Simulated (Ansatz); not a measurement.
Sn: one atom moved along a line

All numbers below come from DFT LDA, scalar-relativistic, plane waves, PAW in Ansatz 0.2.0. Cutoff 420 eV, Γ-centred 10×10×10 k-points, Gaussian smearing of 0.15 eV. No spin polarisation. Energies are free energies at this smearing, counted from the undisturbed cell; pressure is positive in compression.

Zero of the scan (as given, not relaxed at this level; it stands at -5.2 GPa; this form isn't the usual structure):

```xyz
8
Lattice="-6.3630 0.0000 0.0000 0.0000 -6.3630 0.0000 3.1815 3.1815 5.8313" Properties=species:S:1:pos:R:3 pbc="T T T"
Sn   -3.1815   -3.1815    0.0000
Sn    0.0000   -3.1815    0.0000
Sn   -3.1815    0.0000    0.0000
Sn   -1.5908   -1.5908    2.9156
Sn    0.0000    0.0000    0.0000
Sn    1.5908   -1.5908    2.9156
Sn   -1.5908    1.5908    2.9156
Sn    1.5908    1.5908    2.9156
```

Atom 1 (Sn) is moved by x along the Cartesian unit vector (0.577, 0.577, 0.577); the cell and all other atoms stay fixed. The cell is metallic on the mesh throughout.

```
  x (Å)  ΔE (meV/cell)
-0.1000            4.4
-0.0333            0.5
 0.0000            0.0
 0.0167            0.1
 0.0500            1.1
 0.0667            1.9
 0.0833            3.0
```

Predict the force along x on the moved atoms (eV/Å) at each point.

```
  x (Å) force along x on the moved atoms (eV/Å)
-0.1000                                     0.09
-0.0333                                     0.03
 0.0000                                     0.00
 0.0167                                    -0.01
 0.0500                                    -0.04
 0.0667                                    -0.06
 0.0833                                    -0.07
```

Cost: 7 runs of about 35 core-minutes in all, on Arm Neoverse V2 (shared hosts).